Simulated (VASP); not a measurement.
# Mo (Im-3m) in VASP: density of states with PBE

Aim: the density of states of Mo with PBE.

Program: VASP 6.6.1. These are calculated values, not measurements. Logs are shortened: lines on timing, memory, paths and dates and some standing lists are left out, and cuts for length are marked.

### Step 1. Starting point

The structure is cubic, space group Im-3m (No. 229). The conventional cell has a = 3.162 Å, b = 3.162 Å, c = 3.162 Å, α = 90.00°, β = 90.00°, γ = 90.00°. Mo (site symmetry m-3m) is surrounded by 8 Mo at 2.74 Å.

### Step 2. Density of states, PBE

Contents of POSCAR:

```
Mo                                      
1.0
   -1.5812181569      1.5812181569      1.5812181569
    1.5812181569     -1.5812181569      1.5812181569
    1.5812181569      1.5812181569     -1.5812181569
  Mo            
     1
Direct
     0.0000000000000000    0.0000000000000000    0.0000000000000000
```

Contents of INCAR.step1:

```
SYSTEM = Mo
ALGO = Normal
AMIX = 0.2
EDIFF = 1E-7
ENCUT = 520
GGA = PE
ISIF = 2
ISMEAR = 0
LASPH = .True.
LCHARG = .True.
LMAXMIX = 4
LREAL = .False.
LWAVE = .False.
NBANDS = 13
NELM = 100
PREC = Accurate
SIGMA = 0.1
```

Contents of KPOINTS.step1:

```
k-points
0
Gamma
  18 18 18
  0 0 0
```

Contents of INCAR.step2:

```
SYSTEM = Mo
ALGO = Normal
AMIX = 0.2
EDIFF = 1E-7
ENCUT = 520
GGA = PE
ICHARG = 11
ISIF = 2
ISMEAR = -5
LASPH = .True.
LCHARG = .False.
LMAXMIX = 4
LORBIT = 10
LREAL = .False.
LWAVE = .False.
NBANDS = 13
NEDOS = 2001
NELM = 100
PREC = Accurate
SIGMA = 0.1
```

Contents of KPOINTS.step2:

```
k-points
0
Gamma
  27 27 27
  0 0 0
```

Potentials or basis: VASP PAW PBE potentials, release 64 (Mo_sv).

On the command line:

```
$ cat potpaw_PBE.64/Mo_sv/POTCAR > POTCAR
$ cp INCAR.step1 INCAR
$ cp KPOINTS.step1 KPOINTS
$ mpirun -np 1 vasp_std > vasp.out
$ cp INCAR.step2 INCAR
$ cp KPOINTS.step2 KPOINTS
$ mpirun -np 1 vasp_std > vasp.out
```

OUTCAR:

```text
SYSTEM = Mo
   AMIX = 0.2
   EDIFF = 1E-7
   ENCUT = 520
   GGA = PE
   ICHARG = 11
   ISIF = 2
   ISMEAR = -5
   LASPH = .True.
   LORBIT = 10
   LREAL = .False.
   NELM = 100
   PREC = Accurate

 ion  position               nearest neighbor table
   1  0.000  0.000  0.000-

  LATTYP: Found a body centered cubic cell.
 ALAT       =     3.1624363138

  Lattice vectors:

 A1 = (  -1.5812181569,   1.5812181569,   1.5812181569)
 A2 = (   1.5812181569,  -1.5812181569,   1.5812181569)
 A3 = (   1.5812181569,   1.5812181569,  -1.5812181569)

Analysis of symmetry for initial positions (statically):
=====================================================================
 Subroutine PRICEL returns:
 Original cell was already a primitive cell.

 Routine SETGRP: Setting up the symmetry group for a
 body centered cubic supercell.

 Subroutine GETGRP returns: Found 48 space group operations
 (whereof 48 operations were pure point group operations)
 out of a pool of 48 trial point group operations.

The static configuration has the point symmetry O_h .

Analysis of symmetry for dynamics (positions and initial velocities):
=====================================================================
 Subroutine PRICEL returns:
 Original cell was already a primitive cell.

 Routine SETGRP: Setting up the symmetry group for a
 body centered cubic supercell.

 Subroutine GETGRP returns: Found 48 space group operations
 (whereof 48 operations were pure point group operations)
 out of a pool of 48 trial point group operations.

The dynamic configuration has the point symmetry O_h .

 Subroutine INISYM returns: Found 48 space group operations
 (whereof 48 operations are pure point group operations),
 and found     1 'primitive' translations

----------------------------------------------------------------------------------------

                                     Primitive cell

  volume of cell :      15.8138

  direct lattice vectors                    reciprocal lattice vectors
    -1.581218157  1.581218157  1.581218157     0.000000000  0.316211901  0.316211901
     1.581218157 -1.581218157  1.581218157     0.316211901  0.000000000  0.316211901
     1.581218157  1.581218157 -1.581218157     0.316211901  0.316211901  0.000000000

  length of vectors
     2.738750186  2.738750186  2.738750186     0.447191160  0.447191160  0.447191160

  position of ions in fractional coordinates (direct lattice)
     0.000000000  0.000000000  0.000000000

  ion indices of the primitive-cell ions
   primitive index   ion index
                 1           1

----------------------------------------------------------------------------------------

 KPOINTS: k-points

Automatic generation of k-mesh.
 Grid dimensions read from file:
 generate k-points for:   27   27   27

 Generating k-lattice:

  Cartesian coordinates                     Fractional coordinates (reciprocal lattice)
     0.000000000  0.011711552  0.011711552     0.037037037  0.000000000  0.000000000
     0.011711552  0.000000000  0.011711552     0.000000000  0.037037037  0.000000000
     0.011711552  0.011711552  0.000000000     0.000000000  0.000000000  0.037037037

  Length of vectors
     0.016562636  0.016562636  0.016562636

  Shift w.r.t. Gamma in fractional coordinates (k-lattice)
     0.000000000  0.000000000  0.000000000

 TETIRR: Found  23679 inequivalent tetrahedra from   118098

 Subroutine IBZKPT returns following result:
 ===========================================

 Found    560 irreducible k-points:

 Following reciprocal coordinates:
            Coordinates               Weight
  0.000000  0.000000  0.000000      1.000000
  0.037037  0.000000  0.000000     12.000000
  0.074074  0.000000  0.000000     12.000000
  0.111111  0.000000  0.000000     12.000000
  0.148148  0.000000  0.000000     12.000000
  0.185185  0.000000  0.000000     12.000000
[... 16 lines left out ...]
  0.333333  0.037037  0.000000     48.000000
  0.370370  0.037037  0.000000     48.000000
 [... further k-points ...]
   k-points           NKPTS =    560   k-points in BZ     NKDIM =    560   number of bands    NBANDS=     13
   number of dos      NEDOS =   2001   number of ions     NIONS =      1
   total plane-waves  NPLWV =   8000
   dimension x,y,z NGX =    20 NGY =   20 NGZ =   20
   dimension x,y,z NGXF=    40 NGYF=   40 NGZF=   40
   ions per type =               1
   NGX,Y,Z   is equivalent  to a cutoff of  12.14, 12.14, 12.14 a.u.
   NGXF,Y,Z  is equivalent  to a cutoff of  24.28, 24.28, 24.28 a.u.
 SYSTEM =  Mo
   PREC   = accura    normal or accurate (medium, high low for compatibility)
   ISTART =      0    job   : 0-new  1-cont  2-samecut
   ICHARG =     11    charge: 1-file 2-atom 10-const
   ISPIN  =      1    spin polarized calculation?
   LNONCOLLINEAR =      F non collinear calculations
   LSORBIT =      F    spin-orbit coupling
   LASPH  =      T    aspherical Exc in radial PAW
   ENCUT  =  520.0 eV  38.22 Ry    6.18 a.u.   5.09  5.09  5.09*2*pi/ulx,y,z
   NELM   =    100;   NELMIN=  2; NELMDL=  0     # of ELM steps
   EDIFF  = 0.1E-06   stopping-criterion for ELM
   LREAL  =      F    real-space projection
   EDIFFG = 0.1E-05   stopping-criterion for IOM
   NSW    =      0    number of steps for IOM
   IBRION =     -1    ionic relax: 0-MD 1-quasi-New 2-CG
   NFREE  =      0    steps in history (QN), initial steepest desc. (CG)
   ISIF   =      2    stress and relaxation
   ISYM   =      2    0-nonsym 1-usesym 2-fastsym
   POTIM  = 0.5000    time-step for ionic-motion
   TEBEG  =    0.0;   TEEND  =   0.0 temperature during run
   PSTRESS=    0.0 pullay stress
   NELECT =      14.0000    total number of electrons
   NUPDOWN=      -1.0000    fix difference up-down
   EMIN   =  10.00;   EMAX   =-10.00  energy-range for DOS
   EFERMI =   0.00;   METHOD = LEGACY
   ISMEAR =    -5;   SIGMA  =   0.10  broadening in eV -4-tet -1-fermi 0-gaus
   EFERMI_NEDOS =   21; number of points for ismear=-14 and -15
   IALGO  =     38    algorithm
   IMIX   =      4    mixing-type and parameters
     AMIX     =   0.20;   BMIX     =  1.00
     AMIX_MAG =   0.80;   BMIX_MAG =  1.00
  volume/ion in A,a.u.               =      15.81       106.72
  Fermi-wavevector in a.u.,A,eV,Ry     =   1.571951  2.970557 33.620411  2.471031
  Thomas-Fermi vector in A             =   2.673458
   LORBIT       =     10    0 simple, 1 ext, 2 COOP (PROOUT), +10 PAW based schemes
   GGA     = PE    functional components
   LHFCALC =     F    Hartree Fock is set to
   AEXX    =    0.0000 exact exchange contribution
   IVDW    =     0    specifies the selected vdW correction
   LEPSILON=     F    determine dielectric tensor
   LRPA    =     F    only Hartree local field effects (RPA)
 non-spin polarized calculation
 Fermi weights with tetrahedron method with Bloechl corrections
  energy-cutoff  :      520.00
  volume of cell :       15.81
 maximum number of plane-waves:       438

 number of electron      14.0000004 magnetization

 Free energy of the ion-electron system (eV)
  ---------------------------------------------------
  ext. energy  EPLUGINS =         0.00000000
  ---------------------------------------------------
  free energy    TOTEN  =       -10.93547670 eV

  energy without entropy =      -10.93547670  energy(sigma->0) =      -10.93547670

 E-fermi :  12.4288     XC(G=0): -13.3252

 val. band max:       12.4600030657   @ k =   0.4074   0.1111   0.0741
 cond. band min:      12.4085899324   @ k =  -0.2593   0.3704   0.1481
 fundamental gap:     -0.0514131333
 Fermi energy:        12.4288397513

 k-point     1 :       0.0000    0.0000    0.0000
  band No.  band energies     occupation
      1     -48.8718      2.00000
      2     -22.1644      2.00000
      3     -22.1644      2.00000
      4     -22.1644      2.00000
      5       5.2106      2.00000
      6      11.0659      2.00000
      7      11.0659      2.00000
      8      11.0659      2.00000
      9      14.0490      0.00000
     10      14.0490      0.00000
     11      27.2221      0.00000
     12      27.2221      0.00000
     13      27.2221      0.00000

 k-point     2 :       0.0370    0.0000    0.0000
  band No.  band energies     occupation
      1     -48.8685      2.00000
      2     -22.1839      2.00000
      3     -22.1704      2.00000
      4     -22.1645      2.00000
      5       5.2712      2.00000
      6      11.0317      2.00000
      7      11.0610      2.00000
      8      11.1221      2.00000
      9      13.9965      0.00000
     10      14.0497      0.00000
     11      27.2684      0.00000
     12      27.3237      0.00000
     13      27.3428      0.00000

 k-point     3 :       0.0741    0.0000    0.0000
  band No.  band energies     occupation
      1     -48.8586      2.00000
      2     -22.2410      2.00000
      3     -22.1881      2.00000
      4     -22.1649      2.00000
      5       5.4492      2.00000
      6      10.9325      2.00000
      7      11.0423      2.00000
      8      11.2899      2.00000
      9      13.8586      0.00000
     10      14.0530      0.00000
     11      27.3956      0.00000
     12      27.6247      0.00000
     13      27.6770      0.00000

 k-point     4 :       0.1111    0.0000    0.0000
  band No.  band energies     occupation
      1     -48.8428      2.00000
      2     -22.3322      2.00000
      3     -22.2164      2.00000
      4     -22.1656      2.00000
      5       5.7331      2.00000
      6      10.7779      2.00000
      7      11.0005      2.00000
      8      11.5659      2.00000
      9      13.6852      0.00000
     10      14.0618      0.00000
     11      27.5650      0.00000
     12      28.1138      0.00000
     13      28.1429      0.00000

 k-point     5 :       0.1481    0.0000    0.0000
  band No.  band energies     occupation
      1     -48.8218      2.00000
      2     -22.4515      2.00000
      3     -22.2537      2.00000
      4     -22.1664      2.00000
      5       6.1007      2.00000
      6      10.5818      2.00000
      7      10.9298      2.00000
      8      11.9451      2.04022
      9      13.5371      0.00000
     10      14.0799      0.00000
     11      27.7036      0.00000
     12      28.6052      0.00000
     13      28.7746      0.00000
[... 257 lines left out ...]
 k-point    22 :       0.2963    0.0370    0.0000
  band No.  band energies     occupation
      1     -48.6952      2.00000
      2     -23.1257      2.00000
      3     -22.4706      2.00000
      4     -22.1793      2.00000
      5       7.4815      2.00000
      6       9.5858      2.00000
      7      11.3385      2.00000
      8      13.7125      0.00000
      9      14.4013      0.00000
     10      14.7337      0.00000
     11      26.2068      0.00000
     12      27.1186      0.00000
     13      33.0126      0.00000

 k-point    23 :       0.3333    0.0370    0.0000
  band No.  band energies     occupation
      1     -48.6697      2.00000
      2     -23.2547      2.00000
      3     -22.5142      2.00000
      4     -22.1805      2.00000
      5       7.4539      2.00000
      6       9.4089      2.00000
      7      11.8865      2.03756
      8      13.8806      0.00000
      9      14.4975      0.00000
     10      15.4384      0.00000
     11      25.6126      0.00000
     12      26.2110      0.00000
     13      32.2781      0.00000

 k-point    24 :       0.3704    0.0370    0.0000
  band No.  band energies     occupation
      1     -48.6482      2.00000
      2     -23.3618      2.00000
      3     -22.5506      2.00000
      4     -22.1815      2.00000
      5       7.3701      2.00000
      6       9.2655      2.00000
      7      12.4966      0.96270
      8      14.0264      0.00000
      9      14.6038      0.00000
     10      16.1025      0.00000
     11      25.0750      0.00000
     12      25.3563      0.00000
     13      31.1865      0.00000

 [... further k-points ...]
[... 5 lines left out ...]
  --------------------------------------------------------------------------------------
  -------------------------------------------------------------------------------------
  Total       -0.0234265     -0.0234265     -0.0234265      0.0000000      0.0000000     -0.0000000
  in kB       -2.3734668     -2.3734668     -2.3734668      0.0000000      0.0000000     -0.0000000
  external PRESSURE =      -2.3734668 kB  Pullay stress =       0.0000000 kB

 VOLUME and BASIS-vectors are now :
 -----------------------------------------------------------------------------
  energy-cutoff  :      520.00
  volume of cell :       15.81
      direct lattice vectors                 reciprocal lattice vectors
    -1.581218157  1.581218157  1.581218157     0.000000000  0.316211901  0.316211901
     1.581218157 -1.581218157  1.581218157     0.316211901  0.000000000  0.316211901
     1.581218157  1.581218157 -1.581218157     0.316211901  0.316211901  0.000000000

 POSITION                                       TOTAL-FORCE (eV/Angst)
 -----------------------------------------------------------------------------------
      0.00000      0.00000      0.00000         0.000000      0.000000      0.000000
 -----------------------------------------------------------------------------------
    total drift:                               -0.000000      0.000000      0.000000

  FREE ENERGIE OF THE ION-ELECTRON SYSTEM (eV)
  ---------------------------------------------------
  free  energy   TOTEN  =       -10.9354766998 eV

  energy  without entropy=      -10.9354766998  energy(sigma->0) =      -10.93547670

 total charge

# of ion       s       p       d       tot
------------------------------------------
    1        2.378   6.203   3.891  12.472
```

Run time: 41 s. Hardware: 1 thread of Intel Xeon 6975P-C (Granite Rapids), shared host; peak memory 0.26 GiB.

Results:

```
Valence electrons inside the program's atomic spheres : Mo 12.47
```

States per cell in windows of 1 eV (zero at the Fermi level; states under -8 eV left out):
```tsv
from (eV)	total	Mo1_d	Mo1_p	Mo1_s
-8.0	0.00	0.00	0.00	0.00
-7.0	0.06	0.00	0.00	0.03
-6.0	0.25	0.08	0.01	0.07
-5.0	1.23	0.67	0.04	0.17
-4.0	1.23	0.86	0.04	0.05
-3.0	1.33	1.01	0.05	0.01
-2.0	1.40	0.94	0.10	0.04
-1.0	0.53	0.35	0.05	0.01
0.0	0.97	0.78	0.03	0.01
1.0	1.42	1.26	0.02	0.01
2.0	1.58	1.42	0.03	0.02
3.0	0.68	0.56	0.03	0.02
4.0	0.35	0.25	0.03	0.02
5.0	0.28	0.16	0.04	0.02
6.0	0.26	0.13	0.05	0.02
7.0	0.23	0.10	0.05	0.01
```

Caveat: tetrahedron occupations give inexact forces and stress in metals.
